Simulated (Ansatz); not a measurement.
## Dielectric response of PbS (110) films

Wanted: ε of rocksalt PbS (110) by finite fields on slabs, and the band edges against the vacuum where run.

Main program and level: Ansatz 0.2.0; plane-wave DFT, PBEsol, Ansatz PAW, in the first sound run; inputs show where later runs differ.

### 1. Set-up

The cell holds 10 atoms: 5 Pb and 5 S. Its edges and angles: a = 4.200 Å, b = 5.940 Å, c = 26.400 Å, α = 90.0°, β = 90.0°, γ = 90.0°. It derives from PbS (rocksalt PbS). Vacuum lies along c.

### 2. Relaxation, 10 atoms, units 5

The structure is relaxed first, because levels and dipoles at a surface follow the positions of the outer atoms.

Contents of input.yaml:

```yaml
crystal:
  lattice:
    - [4.20021428, 0.0, 0.0]
    - [0.0, 5.94, 0.0]
    - [0.0, 0.0, 26.4004285605]
  atoms:
    - { symbol: Pb, position: [0.5, 0.5, 0.3409035569] }
    - { symbol: S, position: [0.5, 0.0, 0.3409035569] }
    - { symbol: Pb, position: [0.0, 0.0, 0.4204517785] }
    - { symbol: S, position: [0.0, 0.5, 0.4204517785] }
    - { symbol: Pb, position: [0.5, 0.5, 0.5] }
    - { symbol: S, position: [0.5, 0.0, 0.5] }
    - { symbol: Pb, position: [0.0, 0.0, 0.5795482215] }
    - { symbol: S, position: [0.0, 0.5, 0.5795482215] }
    - { symbol: Pb, position: [0.5, 0.5, 0.6590964431] }
    - { symbol: S, position: [0.5, 0.0, 0.6590964431] }
kpoints:
  mp_grid: { grid: [8, 6, 1] }
hamiltonian:
  xc: pbesol
scf:
  occupations: { method: fermi_dirac, width: 0.03 }
  convergence: { dr2_threshold: 1.0e-09 }
efield:
  axis: 3
  dipole_correction: true
  ramp_position: 0.97
  ramp_width: 0.06
relax:
  f_tol: 0.003
  max_steps: 100
output:
  write_potential: true
  write_density: true
  volumetric_format: npy
```

Run with:

```console
$ ansatz run input.yaml --threads 4 --pin off --max-ram 12288MiB --backend cpu --events-out ev --progress --plain --runs-dir out
```

Numbers of over 12 decimals in the logs are rounded to 6 here.

Log:

```text
Engine: ansatz 0.2.0, aarch64-unknown-linux-gnu
Pseudopotentials: kind: paw
Pseudopotential: Pb, paw, valence charge 14, recommended cutoff 420 eV (normal), Pb.paw.azcp
Pseudopotential: S, paw, valence charge 6, recommended cutoff 420 eV (normal), S.paw.azcp
Functional definition: PBEsol
  exchange = pbesol_x
  correlation = pbesol_c
Crystal: 10 atoms, lattice volume = 658.671 Å³
Basis set: ecut = 420 eV, 12745 PW (Γ), exchange–correlation on 60×80×360 points (8 copies of the dense FFT grid, shifted against one another)
Bands: 60, of which v1, the nominal top of the filled ones, is band 50 counted from 1 (49 counted from 0)
Symmetry: 4 space group operations
k-points: 20 of 48
Non-local potential: Pb, projectors of the file, l = 0: 2, l = 1: 2, l = 2: 2, l = 3: 2
Non-local potential: S, projectors of the file, l = 0: 2, l = 1: 2, l = 2: 2
PAW form: soft (Blöchl's): semilocal exchange-correlation on the pseudo side does not see the compensation charge
PAW frozen core: Pb, regenerated for the run's functional, and the local potential with it (the file was generated under x = pbe(κ = 0.804, μ = 0.219515), c = pbe(β = 0.066725))
PAW frozen core: S, regenerated for the run's functional, and the local potential with it (the file was generated under x = pbe(κ = 0.804, μ = 0.219515), c = pbe(β = 0.066725))
PAW one-centre angular grid: Pb, 590 points (default); XC on 64 Gauss nodes
PAW one-centre angular grid: S, 110 points (default); XC on 64 Gauss nodes
Initial density: superposition of atomic densities (neutral atoms: chi_scale 0, normalization atom), corrected by the library's trained network
Initial wavefunctions: pseudopotential atomic-orbital guess
Functional: x = pbesol(κ = 0.804, μ = 0.123457), c = pbesol(β = 0.046)
SCF iter   1: F=—  HF=-63202.576051 eV  |F-HF|=—  |Δ(HF+E_count)|=         —  Δρ=2.65e-3  dr2=8.94e-2  ethr=1.77e-3  p=-0.000 e·Å  D=-1.22e-14 V/Å  ΔV_dip=0.00 eV  dr2_dipole=1.68e-8  V_vac-E_F(+/−)=4.38/4.38 eV  ⟨swp⟩=7.9  Hψ=5229  notcnv=0  defer=1
efield: sawtooth ramp at fractional position 0.9700 (set: `efield.ramp_position`, or a place that a band, a saddle search or an elastic batch's reference lends), width 0.0600; the density the first Hamiltonian is built on has a dipole p = -0.000 e·Å; the dipole correction subtracts the counter field D = -1.22e-14 V/Å, which shifts the + side's vacuum level by +0.00 eV against the − side's; the planar-averaged density in the ramp window peaks in size at 3.2e-6 e/Å³
preconditioner: auto → LDOS  [insulator: Δε(μ)=0.253 eV  Ē_g=13.555 eV  σ=0.030 eV  W_gap=0.78  n_scr=96 (ndim 8)  ℏωp=14.5 eV  f_vac=0.550  D(μ)=1.17/eV (n_scr^D=4)  ε∞_Penn≈2.1  β→1.0]
SCF iter   2: F=—  HF=-63202.578655 eV  |F-HF|=—  |Δ(HF+E_count)|=   2.60e-3  Δρ=2.62e-3  dr2=9.15e-2  ethr=8.94e-5  p=-0.000 e·Å  D=-2.87e-5 V/Å  ΔV_dip=0.00 eV  dr2_dipole=1.76e-7  V_vac-E_F(+/−)=4.46/4.46 eV  ⟨swp⟩=3.0  Hψ=2159  notcnv=0  defer=79
SCF iter   3: F=—  HF=-63202.556195 eV  |F-HF|=—  |Δ(HF+E_count)|=   2.25e-2  Δρ=6.50e-4  dr2=9.26e-3  ethr=8.94e-5  p=0.000 e·Å  D=1.36e-5 V/Å  ΔV_dip=-0.00 eV  dr2_dipole=3.37e-8  V_vac-E_F(+/−)=4.35/4.35 eV  ⟨swp⟩=3.0  Hψ=1861  notcnv=0  defer=79
SCF iter   4: F=—  HF=-63202.554415 eV  |F-HF|=—  |Δ(HF+E_count)|=   1.78e-3  Δρ=1.66e-4  dr2=1.07e-3  ethr=9.26e-6  p=-0.000 e·Å  D=-2.90e-6 V/Å  ΔV_dip=0.00 eV  dr2_dipole=1.33e-9  V_vac-E_F(+/−)=4.41/4.41 eV  ⟨swp⟩=2.2  Hψ=1820  notcnv=0  defer=79
SCF iter   5: F=—  HF=-63202.554240 eV  |F-HF|=—  |Δ(HF+E_count)|=   1.75e-4  Δρ=4.59e-5  dr2=2.72e-5  ethr=1.07e-6  p=-0.000 e·Å  D=-2.48e-7 V/Å  ΔV_dip=0.00 eV  dr2_dipole=2.45e-11  V_vac-E_F(+/−)=4.40/4.40 eV  ⟨swp⟩=2.0  Hψ=1423  notcnv=0  defer=79
SCF iter   6: F=—  HF=-63202.554432 eV  |F-HF|=—  |Δ(HF+E_count)|=   1.92e-4  Δρ=1.36e-5  dr2=2.63e-6  ethr=2.72e-8  p=0.000 e·Å  D=3.04e-7 V/Å  ΔV_dip=-0.00 eV  dr2_dipole=1.46e-11  V_vac-E_F(+/−)=4.40/4.40 eV  ⟨swp⟩=2.2  Hψ=2052  notcnv=0  defer=79
SCF iter   7: F=—  HF=-63202.554331 eV  |F-HF|=—  |Δ(HF+E_count)|=   1.01e-4  Δρ=4.63e-6  dr2=2.12e-7  ethr=2.63e-9  p=-0.000 e·Å  D=-1.60e-7 V/Å  ΔV_dip=0.00 eV  dr2_dipole=5.33e-12  V_vac-E_F(+/−)=4.40/4.40 eV  ⟨swp⟩=2.0  Hψ=2201  notcnv=0  defer=79
SCF iter   8: F=—  HF=-63202.554331 eV  |F-HF|=—  |Δ(HF+E_count)|=   8.46e-8  Δρ=1.81e-6  dr2=1.94e-8  ethr=2.12e-10  p=0.000 e·Å  D=4.51e-8 V/Å  ΔV_dip=-0.00 eV  dr2_dipole=2.33e-13  V_vac-E_F(+/−)=4.40/4.40 eV  ⟨swp⟩=2.0  Hψ=2115  notcnv=0  defer=79
SCF iter   9: F=—  HF=-63202.554331 eV  |F-HF|=—  |Δ(HF+E_count)|=   3.78e-8  Δρ=4.05e-7  dr2=1.57e-9  ethr=1.94e-11  p=-0.000 e·Å  D=-1.18e-7 V/Å  ΔV_dip=0.00 eV  dr2_dipole=2.34e-12  V_vac-E_F(+/−)=4.40/4.40 eV  ⟨swp⟩=2.0  Hψ=1505  notcnv=0  defer=79
SCF iter  10: F=-63202.554331 eV  HF=-63202.554331 eV  |F-HF|=2.91e-10  |Δ(HF+E_count)|=   4.60e-9  Δρ=8.99e-8  dr2=1.01e-10  ethr=1.00e-12  p=0.000 e·Å  D=1.39e-7 V/Å  ΔV_dip=-0.00 eV  dr2_dipole=2.95e-12  V_vac-E_F(+/−)=4.40/4.40 eV  ⟨swp⟩=8.0  Hψ=7650  notcnv=0
SCF 1 converged in 10 iterations: F = -63202.554331 eV  dr2 = 1.01e-10
  greatest PAW one-centre occupation: 0.982 electrons in one spin orbital (limit 2), on the Pb atom at site 2 (counted from 0), in its partial waves of l = 2
relax step   1: F+E_penalty+E_count = -63202.55433109 eV  Δ(F+E_penalty+E_count) = +0.000e0 eV  max|allowed force component| = 7.465e-1 eV/Å  Δτ_max = 0.0000 Å  (10 SCF iters, accepted)
Initial density: handed on by an earlier stage of this run
Initial wavefunctions: those handed on with the density
iter 1 solved again at ethr=2.18e-4 eV; its pass at ethr=3.10e-3 eV (dr2=2.18e-1 eV) is discarded
SCF iter   1: F=—  HF=-63202.945055 eV  |F-HF|=—  |Δ(HF+E_count)|=         —  Δρ=3.35e-3  dr2=2.20e-1  ethr=2.18e-4  p=0.000 e·Å  D=1.39e-7 V/Å  ΔV_dip=-0.00 eV  dr2_dipole=5.42e-12  V_vac-E_F(+/−)=4.27/4.27 eV  ⟨swp⟩=2.0  Hψ=5034  notcnv=0  defer=61
efield: sawtooth ramp at fractional position 0.9700 (set: `efield.ramp_position`, or a place that a band, a saddle search or an elastic batch's reference lends), width 0.0600; the density the first Hamiltonian is built on has a dipole p = 0.000 e·Å; the dipole correction subtracts the counter field D = 1.39e-7 V/Å, which shifts the + side's vacuum level by -0.00 eV against the − side's; the planar-averaged density in the ramp window peaks in size at 2.9e-7 e/Å³
preconditioner: auto → LDOS  [metal: Δε(μ)=0.059 eV  Ē_g=13.744 eV  σ=0.030 eV  W_gap=0.42  n_scr=96 (ndim 8)  ℏωp=14.5 eV  f_vac=0.564  D(μ)=0.99/eV (n_scr^D=4)  β→1.0]
[...]
SCF iter   4: F=—  HF=-63202.903009 eV  |F-HF|=—  |Δ(HF+E_count)|=   2.76e-5  Δρ=3.29e-5  dr2=2.30e-5  ethr=2.41e-7  p=-0.000 e·Å  D=-5.24e-9 V/Å  ΔV_dip=0.00 eV  dr2_dipole=8.50e-14  V_vac-E_F(+/−)=4.29/4.29 eV  ⟨swp⟩=2.0  Hψ=1788  notcnv=0  defer=77
SCF iter   5: F=—  HF=-63202.903233 eV  |F-HF|=—  |Δ(HF+E_count)|=   2.23e-4  Δρ=1.19e-5  dr2=3.75e-6  ethr=2.30e-8  p=0.000 e·Å  D=2.24e-8 V/Å  ΔV_dip=-0.00 eV  dr2_dipole=2.75e-14  V_vac-E_F(+/−)=4.28/4.28 eV  ⟨swp⟩=2.1  Hψ=1572  notcnv=0  defer=77
SCF iter   6: F=—  HF=-63202.903128 eV  |F-HF|=—  |Δ(HF+E_count)|=   1.05e-4  Δρ=4.11e-6  dr2=1.39e-7  ethr=3.75e-9  p=0.000 e·Å  D=1.40e-8 V/Å  ΔV_dip=-0.00 eV  dr2_dipole=4.64e-17  V_vac-E_F(+/−)=4.29/4.29 eV  ⟨swp⟩=2.0  Hψ=1504  notcnv=0  defer=77
SCF iter   7: F=—  HF=-63202.903128 eV  |F-HF|=—  |Δ(HF+E_count)|=   3.63e-8  Δρ=1.15e-6  dr2=1.08e-8  ethr=1.39e-10  p=0.000 e·Å  D=1.01e-8 V/Å  ΔV_dip=-0.00 eV  dr2_dipole=1.11e-15  V_vac-E_F(+/−)=4.29/4.29 eV  ⟨swp⟩=2.0  Hψ=2084  notcnv=0  defer=77
SCF iter   8: F=-63202.903128 eV  HF=-63202.903128 eV  |F-HF|=2.50e-9  |Δ(HF+E_count)|=   1.26e-8  Δρ=3.21e-7  dr2=5.10e-10  ethr=1.00e-12  p=0.000 e·Å  D=1.76e-8 V/Å  ΔV_dip=-0.00 eV  dr2_dipole=3.37e-18  V_vac-E_F(+/−)=4.29/4.29 eV  ⟨swp⟩=6.8  Hψ=8349  notcnv=0
SCF 3 converged in 8 iterations: F = -63202.903128 eV  dr2 = 5.10e-10
relax step   3: F+E_penalty+E_count = -63202.90312784 eV  Δ(F+E_penalty+E_count) = -5.694e-3 eV  max|allowed force component| = 2.619e-2 eV/Å  Δτ_max = 0.0415 Å  (8 SCF iters, accepted)
SCF iter   1: F=—  HF=-63202.903569 eV  |F-HF|=—  |Δ(HF+E_count)|=         —  Δρ=1.93e-4  dr2=5.57e-4  ethr=8.82e-6  p=0.000 e·Å  D=1.76e-8 V/Å  ΔV_dip=-0.00 eV  dr2_dipole=7.67e-15  V_vac-E_F(+/−)=4.30/4.30 eV  ⟨swp⟩=3.0  Hψ=2222  notcnv=0  defer=77
efield: sawtooth ramp at fractional position 0.9700 (set: `efield.ramp_position`, or a place that a band, a saddle search or an elastic batch's reference lends), width 0.0600; the density the first Hamiltonian is built on has a dipole p = 0.000 e·Å; the dipole correction subtracts the counter field D = 1.76e-8 V/Å, which shifts the + side's vacuum level by -0.00 eV against the − side's; the planar-averaged density in the ramp window peaks in size at 2.0e-7 e/Å³
preconditioner: auto → LDOS  [insulator: Δε(μ)=0.076 eV  Ē_g=13.688 eV  σ=0.030 eV  W_gap=0.53  n_scr=96 (ndim 8)  ℏωp=14.5 eV  f_vac=0.563  D(μ)=1.31/eV (n_scr^D=4)  ε∞_Penn≈2.1  β→1.0]
SCF iter   2: F=—  HF=-63202.903587 eV  |F-HF|=—  |Δ(HF+E_count)|=   1.74e-5  Δρ=1.64e-4  dr2=4.85e-4  ethr=5.57e-7  p=-0.000 e·Å  D=-1.17e-8 V/Å  ΔV_dip=0.00 eV  dr2_dipole=1.32e-15  V_vac-E_F(+/−)=4.31/4.31 eV  ⟨swp⟩=2.1  Hψ=2092  notcnv=0  defer=76
SCF iter   3: F=—  HF=-63202.903455 eV  |F-HF|=—  |Δ(HF+E_count)|=   1.31e-4  Δρ=3.65e-5  dr2=2.44e-5  ethr=4.85e-7  p=0.000 e·Å  D=3.37e-9 V/Å  ΔV_dip=-0.00 eV  dr2_dipole=7.30e-15  V_vac-E_F(+/−)=4.30/4.30 eV  ⟨swp⟩=2.0  Hψ=1826  notcnv=0  defer=76
SCF iter   4: F=—  HF=-63202.903665 eV  |F-HF|=—  |Δ(HF+E_count)|=   2.10e-4  Δρ=7.41e-6  dr2=7.81e-7  ethr=2.44e-8  p=-0.000 e·Å  D=-3.63e-9 V/Å  ΔV_dip=0.00 eV  dr2_dipole=5.12e-16  V_vac-E_F(+/−)=4.30/4.30 eV  ⟨swp⟩=2.0  Hψ=1828  notcnv=0  defer=76
SCF iter   5: F=—  HF=-63202.903565 eV  |F-HF|=—  |Δ(HF+E_count)|=   1.00e-4  Δρ=2.30e-6  dr2=6.44e-8  ethr=7.81e-10  p=-0.000 e·Å  D=-5.44e-9 V/Å  ΔV_dip=0.00 eV  dr2_dipole=3.98e-15  V_vac-E_F(+/−)=4.30/4.30 eV  ⟨swp⟩=2.0  Hψ=2125  notcnv=0  defer=76
SCF iter   6: F=—  HF=-63202.903565 eV  |F-HF|=—  |Δ(HF+E_count)|=   1.36e-8  Δρ=6.96e-7  dr2=1.17e-8  ethr=6.44e-11  p=-0.000 e·Å  D=-6.53e-9 V/Å  ΔV_dip=0.00 eV  dr2_dipole=4.15e-18  V_vac-E_F(+/−)=4.30/4.30 eV  ⟨swp⟩=2.0  Hψ=2128  notcnv=0  defer=76
SCF iter   7: F=-63202.903565 eV  HF=-63202.903565 eV  |F-HF|=1.23e-9  |Δ(HF+E_count)|=   4.10e-9  Δρ=2.28e-7  dr2=3.38e-10  ethr=1.00e-12  p=-0.000 e·Å  D=-4.31e-9 V/Å  ΔV_dip=0.00 eV  dr2_dipole=7.63e-16  V_vac-E_F(+/−)=4.30/4.30 eV  ⟨swp⟩=7.0  Hψ=7903  notcnv=0
SCF 4 converged in 7 iterations: F = -63202.903565 eV  dr2 = 3.38e-10
relax step   4: F+E_penalty+E_count = -63202.90356505 eV  Δ(F+E_penalty+E_count) = -4.372e-4 eV  max|allowed force component| = 1.925e-3 eV/Å  Δτ_max = 0.0125 Å  (7 SCF iters, accepted)
NSCF: frozen V_eff on 20 k-points
the band table was solved once a step of the walk had ended and its energy, with any forces and stress, was formed, with the checks that follow a solve (6056 applications of the Hamiltonian). They found nothing against the state; the energy, forces and stress were not computed again (output.eigenvalues in the input reference)
SCF converged after 7 iterations
Free energy (F): -63202.903565 eV
Harris-Foulkes:  -63202.903565 eV  (|F-HF|=1.23e-9)
Internal energy: -63202.899806 eV  (E = F + TS)
E sigma→0 (E₀):  -63202.901685 eV
Entropy (-TS):   -0.003759 eV (-0.376 meV/atom)
Fermi energy:    0.698848 eV
Dipole field:    D = 0.000000 V/Å  (p = 0.000000 e·Å, saw-weighted, corrected)
Work function:   Φ+ = 4.3015 eV   Φ− = 4.3015 eV
Levels:          The Fermi level and band energies are counted from a zero that moves with the ramp; work functions are not
--- Per-component energies (eV) ---
  E_band       = -1050.693212
  E_kinetic    = 1963.921371
  E_local      = -66721.111250  (includes V_loc(G=0)·N_el)
  E_nonlocal   = 1903.992687
  E_hartree    = 32292.262760
  E_xc         = -1574.097942
  E_vxc        = -1097.412578  (∫ρ·V_xc dr)
  E_paw        = -54189.218568  (= ΣΔE_a)
  E_vpaw       = -1684.610168  (= ΣTr[D̂ρ^β])
  E_aug_tail   = 0.000245  (compensation charges beyond the density's cutoff)
  E_efield     = 0.000000  (sawtooth field / dipole correction)
  E_vefield    = 0.000000  (∫n·V_field dr)
  E_ewald      = 23120.730562
  E_core_change = 0.620330  (= ΣΔE_core)
  E_smearing   = -0.003759  (= −TS)
  E_closure    = -0.000000  (closes the sum)
  Σ components = -63202.903565   (vs F -63202.903565, Δ=0.00e0)
--- Forces (eV/Å), atoms counted from 1 ---
  atom   1  Pb     0.00000000     0.00000000     0.00181438
  atom   2  S      0.00000000     0.00000000     0.00192527
  atom   3  Pb     0.00000000     0.00000000    -0.00010131
  atom   4  S      0.00000000     0.00000000    -0.00132334
  atom   5  Pb     0.00000000     0.00000000    -0.00000009
  atom   6  S      0.00000000     0.00000000     0.00000004
  atom   7  Pb     0.00000000     0.00000000     0.00010128
  atom   8  S      0.00000000     0.00000000     0.00132315
  atom   9  Pb     0.00000000     0.00000000    -0.00181406
  atom  10  S      0.00000000     0.00000000    -0.00192534
  max |Σ_I F_I| component: 2.66e-8 eV/Å
--- Band table (eV; the first three rows and the last of 20) ---
  k-point 0: bands = [... 46 lower, -0.8157, -0.6313, -0.2906, -0.2130, 1.6518, 1.9373, 2.8721, 3.2289, ... 6 higher]
  k-point 1: bands = [... 46 lower, -0.8534, -0.5976, -0.2195, -0.1743, 1.4295, 1.8748, 2.7478, 2.9211, ... 6 higher]
  k-point 2: bands = [... 46 lower, -0.5279, -0.5224, -0.1298, 0.2015, 0.9680, 1.7990, 2.1884, 2.5070, ... 6 higher]
  k-point 19: bands = [... 46 lower, -0.1291, 0.0225, 0.0761, 0.6500, 0.6659, 1.6971, 1.9955, 2.1955, ... 6 higher]
--- Relaxed structure (4 steps of the walk, 4 accepted, 0 SCFs on fresh bases) ---
  F+E_penalty+E_count = -63202.90356505 eV   max|allowed force component| = 1.925e-3 eV/Å
  atoms:
    - { symbol: Pb, position: [0.5, 0.5, 0.347450] }
    - { symbol: S, position: [0.5, 0.0, 0.346869] }
    - { symbol: Pb, position: [0.0, 0.0, 0.417645] }
    - { symbol: S, position: [0.0, 0.5, 0.417692] }
    - { symbol: Pb, position: [0.5, 0.5, 0.500000] }
    - { symbol: S, position: [0.5, 0.0, 0.500000] }
    - { symbol: Pb, position: [0.0, 0.0, 0.582355] }
    - { symbol: S, position: [0.0, 0.5, 0.582308] }
    - { symbol: Pb, position: [0.5, 0.5, 0.652550] }
    - { symbol: S, position: [0.5, 0.0, 0.653131] }
```

Wall time 99 s (4 threads of Arm Neoverse V1, shared host); peak memory 1.4 GiB.

The steps of the relaxation:

| step | energy less that of the first step (eV) | largest force component (eV/Å) |
| --- | --- | --- |
| 1 | 0.0000 | 0.7465 |
| 2 | -0.3431 | 0.1311 |
| 3 | -0.3488 | 0.0262 |
| 4 | -0.3492 | 0.0019 |

Forces are held to the 4 operations that the run works with; a distortion that breaks them can't arise in this run.

The atoms that moved most (Å):

| atom | dx | dy | dz | length |
| --- | --- | --- | --- | --- |
| Pb9 | 0.000 | 0.000 | -0.173 | 0.173 |
| Pb1 | 0.000 | 0.000 | 0.173 | 0.173 |
| S2 | 0.000 | 0.000 | 0.158 | 0.158 |
| S10 | 0.000 | 0.000 | -0.158 | 0.158 |
| Pb7 | 0.000 | 0.000 | 0.074 | 0.074 |
| Pb3 | 0.000 | 0.000 | -0.074 | 0.074 |
| S8 | 0.000 | 0.000 | 0.073 | 0.073 |
| S4 | 0.000 | 0.000 | -0.073 | 0.073 |

The relaxed structure:

```cif
data_structure
_symmetry_space_group_name_H-M 'P 1'
_symmetry_Int_Tables_number 1
_cell_length_a 4.2002
_cell_length_b 5.9400
_cell_length_c 26.4004
_cell_angle_alpha 90.000
_cell_angle_beta 90.000
_cell_angle_gamma 90.000
_cell_volume 658.67
loop_
_atom_site_label
_atom_site_type_symbol
_atom_site_fract_x
_atom_site_fract_y
_atom_site_fract_z
_atom_site_occupancy
Pb1 Pb 0.50000 0.50000 0.34745 1
S2 S 0.50000 0.00000 0.34687 1
Pb3 Pb 0.00000 0.00000 0.41764 1
S4 S 0.00000 0.50000 0.41769 1
Pb5 Pb 0.50000 0.50000 0.50000 1
S6 S 0.50000 0.00000 0.50000 1
Pb7 Pb 0.00000 0.00000 0.58236 1
S8 S 0.00000 0.50000 0.58231 1
Pb9 Pb 0.50000 0.50000 0.65255 1
S10 S 0.50000 0.00000 0.65313 1
```

Numbers from this step:

```
energy at zero smearing   : -63202.9017 eV
work function, upper face : 4.301 eV
dipole along the normal   : 5.88e-8 e·Å
```

Running mean over 2.1 Å of the planar mean; the ramp of the sawtooth is left out. The electron's electrostatic potential energy less the Fermi level by z:

| z (Å) | electron's electrostatic potential energy less the Fermi level (eV) |
| --- | --- |
| 3.5 | 4.30 |
| 4.0 | 4.30 |
| 4.5 | 4.30 |
| 5.0 | 4.30 |
| 5.5 | 4.30 |
| 6.0 | 4.28 |
| 6.5 | 4.23 |
| 7.0 | 4.01 |
| 7.5 | 3.07 |
| 8.0 | 0.816 |
| 8.5 | -1.74 |
| 9.0 | -3.51 |
| 9.5 | -4.59 |
| 10.0 | -5.10 |
| 10.5 | -4.97 |
| 11.0 | -4.27 |
| 11.5 | -3.78 |
| 12.0 | -3.57 |
| 12.5 | -3.59 |
| 13.0 | -3.76 |
| 13.5 | -3.73 |
| 14.0 | -3.57 |
| 14.5 | -3.59 |
| 15.0 | -3.85 |
| 15.5 | -4.42 |
| 16.0 | -5.06 |
| 16.5 | -5.06 |
| 17.0 | -4.39 |
| 17.5 | -3.25 |
| 18.0 | -1.25 |
| 18.5 | 1.32 |
| 19.0 | 3.36 |
| 19.5 | 4.08 |
| 20.0 | 4.25 |
| 20.5 | 4.29 |
| 21.0 | 4.30 |
| 21.5 | 4.30 |
| 22.0 | 4.30 |
| 22.5 | 4.30 |
| 23.0 | 4.30 |

The relaxation took 4 steps and lowered the energy by 0.35 eV; the largest force on the free atoms ends at 0.0019 eV/Å.

The work function of the upper face is 4.30 eV.

(Part 1 of 5 ends here.)

[Logs are printed without paths, hosts, clocks, repeated set-up lines and the standing remarks that a program may print on its own settings, such as how far it seeks lower states.]

[Hosts, paths, dates, database ids (printed as entryN), source tags and the programs' standing remarks are cut or masked in the printed files.]

[Maps of the electrostatic potential energy from Ansatz leave out the sawtooth potential of an applied field or a dipole correction, so their vacuum need not be flat; planar profiles and work functions include it.]
